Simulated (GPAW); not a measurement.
Input of a GPAW 26.7.0 run:

File run.py:

```python
from ase import Atoms
from ase.dft.bandgap import bandgap
from ase.io import write
from ase.units import GPa
from gpaw import GPAW, PW, setup_paths

setup_paths.insert(0, '.')

atoms = Atoms(['Ti', 'Ti', 'O', 'O', 'O', 'O'],
              cell=[[4.5998373239, 0.0, 0.0],
                    [0.0, 4.5998373239, 0.0],
                    [0.0, 0.0, 2.95921356]],
              scaled_positions=[[0.0, 0.0, 0.5],
                                [0.5, 0.5, 0.0],
                                [0.30432132, 0.30432132, 0.5],
                                [0.19567868, 0.80432132, 0.0],
                                [0.80432132, 0.19567868, 0.0],
                                [0.69567868, 0.69567868, 0.5]],
              pbc=True)

calc = GPAW(mode=PW(800),
            xc='PBEsol',
            kpts={'size': (4, 4, 7), 'gamma': True},
            occupations={'name': 'fermi-dirac', 'width': 0.05},
            setups={'Ti': ':d,3.0'},
            nbands=43,
            convergence={'density': 1e-05, 'energy': 1e-05},
            maxiter=150,
            txt='gpaw.txt')
atoms.calc = calc
energy = atoms.get_potential_energy()
forces = atoms.get_forces()
stress = atoms.get_stress()
calc.write('gs.gpw')
write('result.traj', atoms)
print(f'Energy: {energy:.6f} eV')
print('Forces (eV/A):')
print(forces.round(4))
print('Stress (GPa):', (stress / GPa).round(3))
print('Fermi level:', round(calc.get_fermi_level(), 4), 'eV')
print(f'Gap: {bandgap(calc)[0]:.4f} eV, direct: {bandgap(calc, direct=True)[0]:.4f} eV')

path = atoms.cell.bandpath('GXMGZRAZ,XR,MA', npoints=100, eps=1e-4)
bs_calc = calc.fixed_density(kpts=path, symmetry='off', nbands=61,
                             convergence={'bands': 'CBM+6.0', 'eigenstates': 1e-6}, txt='bands.txt')
bs = bs_calc.band_structure()
bs.write('bs.json')
print(f'Gap on the path: {bandgap(bs_calc)[0]:.4f} eV')
```

Potentials or basis: PAW data sets generated in the run's folder for this functional, pw.

Command:

```bash
$ gpaw-setup -f PBEsol O Ti
$ OMP_NUM_THREADS=1 python run.py
```

What does it give for the pressure?

2.0 GPa.

What does it give for the band gap on the k mesh?

2.30 eV, direct.

What does it give for the band gap along the path?

2.30 eV, direct.

Forces on the atoms (eV/Å):
```
Ti   0.000  0.000  0.000
Ti   0.000  0.000  0.000
O   -0.010 -0.010  0.000
O    0.010 -0.010  0.000
O   -0.010  0.010  0.000
O    0.010  0.010  0.000
```

**The experiment to reproduce.**

“Shallow Valence Band of Rutile GeO2 and P-type Doping”, 2020, arxiv:2011.08928 quotes, for a bulk crystal of TiO2 at 1.6 K: band gap 3.03 eV (direct).

A measured gap of TiO2 is 3.03 eV (direct; 1.6 K; quoted in “Shallow Valence Band of Rutile GeO2 and P-type Doping”, 2020, arxiv:2011.08928); the calculated 2.30 eV misses it by -0.73 eV. 2 values of this kind are on record in papers (3.03 to 3.05 eV); this one was drawn at random among those near their median. The value is that of PBEsol+U, without temperature or zero-point motion. The cell is a database's relaxed one, not the measured one, which moves gaps too.
